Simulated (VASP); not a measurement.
A run of VASP 6.6.1 is set up as follows.

The input INCAR:

```
SYSTEM = Bi
PREC = Accurate ; ENCUT = 520
EDIFF = 1E-7 ; ISMEAR = 0
SIGMA = 0.05 ; LREAL = .False.
LASPH = .True. ; NELM = 100
ALGO = Fast ; ISIF = 2
LWAVE = .False. ; LCHARG = .True.
GGA = PE ; IVDW = 12
LELF = .True. ; LVHAR = .True.
NBANDS = 14
```

File KPOINTS:

```
regular mesh
0
Gamma
  10 10 10
  0 0 0
```

Contents of POSCAR:

```
Bi
1.0
   -4.2574820000      4.2574820000      1.4305640000
    4.2574820000     -4.2574820000      1.4305640000
    4.2574820000      4.2574820000     -1.4305640000
Bi
1
Direct
    0.0000000000      0.0000000000      0.0000000000
```

Potentials or basis: VASP PAW PBE potentials, release 64 (Bi_d).

Command:

```console
$ cat potpaw_PBE.64/Bi_d/POTCAR > POTCAR
$ mpirun -np 1 vasp_std > vasp.out
```

Task: Estimate the pressure.

Result: -0.3 GPa.

Task: Predict the dispersion energy per atom.

Result: -0.123 eV.

Task: What does it give for the band gap on the k mesh?

Result: None (metal or under the smearing width).

Stress tensor (GPa, compression positive):
```
-0.48  0.00  0.00
 0.00 -0.48  0.00
 0.00  0.00  0.09
```

Caveat: spin-orbit coupling is left out, which moves the levels of the heavy elements; pairwise dispersion overbinds metals, which lowers pressure and volume.
